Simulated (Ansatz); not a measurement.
# NaCl: the cost of one run

Method: DFT PBEsol, scalar-relativistic, in Ansatz 0.2.0.

### 1 Starting point

It takes space group Pm-3m (No. 221, cubic). The conventional cell has a = 2.860 Å, b = 2.860 Å, c = 2.860 Å, α = 90.00°, β = 90.00°, γ = 90.00°. Na (site symmetry m-3m) is surrounded by 8 Cl at 2.48 Å. Cl (site symmetry m-3m) has 8 Na at 2.48 Å as nearest neighbours.

Structure file:

```cif
data_structure
_symmetry_space_group_name_H-M 'P 1'
_symmetry_Int_Tables_number 1
_cell_length_a 2.8600
_cell_length_b 2.8600
_cell_length_c 2.8600
_cell_angle_alpha 90.000
_cell_angle_beta 90.000
_cell_angle_gamma 90.000
_cell_volume 23.39
loop_
_atom_site_label
_atom_site_type_symbol
_atom_site_fract_x
_atom_site_fract_y
_atom_site_fract_z
_atom_site_occupancy
Na1 Na 0.00000 0.00000 0.00000 1
Cl1 Cl 0.50000 0.50000 0.50000 1
```

Atoms are numbered in the order of the input: Na1, Cl2.

### 2 The deformed structure

Space group Pm-3m before, P4/mmm after.

### 3 Full-potential LAPW

Contents of input.yaml:

```yaml
crystal:
  lattice:
    - [2.8028, 0.0, 0.0]
    - [0.0, 2.8028, 0.0]
    - [0.0, 0.0, 2.86]
  atoms:
    - { symbol: Na, position: [0.0, 0.0, 0.0] }
    - { symbol: Cl, position: [0.5, 0.5, 0.5] }
kpoints:
  mp_grid: { grid: [9, 9, 9] }
  band_path:
    path:
      - [0.0, 0.0, 0.0]
      - [0.0, 0.5, 0.0]
      - [0.5, 0.5, 0.0]
      - [0.0, 0.0, 0.0]
      - [0.0, 0.0, 0.5]
      - [0.0, 0.5, 0.5]
      - [0.5, 0.5, 0.5]
      - [0.0, 0.0, 0.5]
      - [0.0, 0.5, 0.0]
    npoints: 5
scf:
  occupations: { method: fermi_dirac, width: 0.03 }
hamiltonian:
  xc: pbesol
  pseudopotentials: { kind: all_electron, lapw: { basis_error: 0.0005 } }
output:
  forces: true
  stress: true
  eigenvalues: true
```

Launch:

```console
$ ansatz run input.yaml --threads 1 --pin off --max-ram 3072MiB --backend cpu --events-out ev --progress --plain --runs-dir out
```

Q: Estimate wall time and peak memory on 1 thread of Arm Neoverse V2, shared host.

About 8.2 s, with a peak of 0.29 GiB.
